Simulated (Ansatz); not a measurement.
Rows from a G0W0 calculation on AsP (honeycomb bilayer) (Ansatz 0.2.0; G0W0 on PBE, plane waves, PAW; 6×6×1 mesh, 519 empty bands, screening to 75 eV), in eV. Spin-orbit coupling is left out.

| row | Σx | Σc | Vxc | Z |
| --- | --- | --- | --- | --- |
| A | -8.93 | -3.80 | -13.22 | 0.74 |
| B | -7.30 | -3.27 | -10.85 | 0.75 |
| C | -9.09 | -3.71 | -13.28 | 0.74 |
| D | -7.59 | -3.67 | -11.63 | 0.74 |
| E | -14.94 | 1.10 | -13.39 | 0.73 |
| F | -16.07 | 2.08 | -13.52 | 0.69 |

Which rows are filled states and which are empty ones, and how can one tell?

Filled: E and F. Empty: A, B, C and D. The sign of Σc tells: for a filled state bare exchange, which holds its interaction with itself, lies below Vxc (Σx − Vxc is -1.6 eV or lower here) and screening gives part back as a positive Σc. For an empty state Σx lies above Vxc (+3.6 eV or more) and the Coulomb hole leaves Σc negative.

[Runs of the session that timed out or met a known fault of the program may be left out.]

[Cells called generated may have been cut or substituted from an entry of the Crystallography Open Database or the Materials Project.]

[Hosts, paths, dates, database ids (printed as entryN), source tags and the programs' standing remarks are cut or masked in the printed files.]
